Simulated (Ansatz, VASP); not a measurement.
**TiTe2 in VASP and in Ansatz**

INCAR

```
SYSTEM = TiTe2
PREC     = Accurate       ! precision mode
ENCUT    = 520            ! plane-wave cutoff, eV
EDIFF    = 1E-6           ! SCF threshold, eV
ISMEAR   = -1             ! smearing method
SIGMA    = 0.05           ! smearing width, eV
LREAL    = .False.        ! projectors in reciprocal space
LASPH    = .True.         ! aspherical terms in the spheres
NELM     = 100            ! most SCF steps
ALGO     = Normal         ! electronic algorithm
ISIF     = 2              ! what is computed and relaxed
LWAVE    = .False.        ! write WAVECAR
LCHARG   = .False.        ! write CHGCAR
NBANDS   = 19             ! bands
```

The input KPOINTS:

```
Automatic mesh
0
Gamma
  8 8 4
  0 0 0
```

File POSCAR:

```
TiTe2
1.0
    3.7516502429      0.0000000000      0.0000000000
   -1.8758251215      3.2490244165      0.0000000000
    0.0000000000      0.0000000000      6.4543879477
Te Ti
2 1
Direct
    0.3333333333      0.6666666667      0.7372000000
    0.6666666667      0.3333333333      0.2628000000
    0.0000000000      0.0000000000      0.0000000000
```

File input.yaml:

```yaml
crystal:
  lattice:
    - [3.7516502429, 0.0, 0.0]
    - [-1.8758251215, 3.2490244165, 0.0]
    - [0.0, 0.0, 6.4543879477]
  atoms:
    - { symbol: Te, position: [0.3333333333, 0.6666666667, 0.7372] }
    - { symbol: Te, position: [0.6666666667, 0.3333333333, 0.2628] }
    - { symbol: Ti, position: [0.0, 0.0, 0.0] }
hamiltonian:
  xc: lda
  pseudopotentials: { kind: paw }
kpoints:
  mp_grid: { grid: [8, 8, 4] }
scf:
  occupations: { method: fermi_dirac, width: 0.05 }
output:
  forces: true
  stress: true
  eigenvalues: true
  write_density: true
  write_potential: true
  elf: true
  volumetric_format: npy
```

Alike in both runs: task single point; functional LDA; k mesh 8 × 8 × 4; occupations fermi-dirac, width 0.05 eV; no spin polarisation.

|  | VASP | Ansatz |
| --- | --- | --- |
| version | VASP 6.6.1 | Ansatz 0.2.0 |
| potentials or method | VASP PAW LDA potentials, release 64 (Te, Ti_sv) | Ansatz PAW |
| plane-wave cutoff (eV) | 520 | 420 |
| valence electrons in the cell | 24 | 44 |

Ansatz gave:

```
gap on the k mesh at the Fermi level (eV)       : none
pressure (GPa)                                  : -2.9
largest component of the traceless stress (GPa) : 0.24
rms of the force components (eV/Å)              : 0.069
```

**Question.** What did VASP give for the same quantities?

**Answer.** gap on the k mesh at the Fermi level (eV): none; pressure (GPa): -2.8; largest component of the traceless stress (GPa): 0.25; rms of the force components (eV/Å): 0.054.

Atom by atom the forces differ by 0.014 eV/Å (rms over components). A gap of «none» marks a metal or a gap that the smearing closes. The two sets of potentials don't hold the same shells in valence.

Caveats: the PAW data sets come from PBE, with cores solved anew for the run's functional, which leaves a small shift of forces and pressure (Ansatz). The runs have no spin-orbit coupling, so splittings on Te are missing.
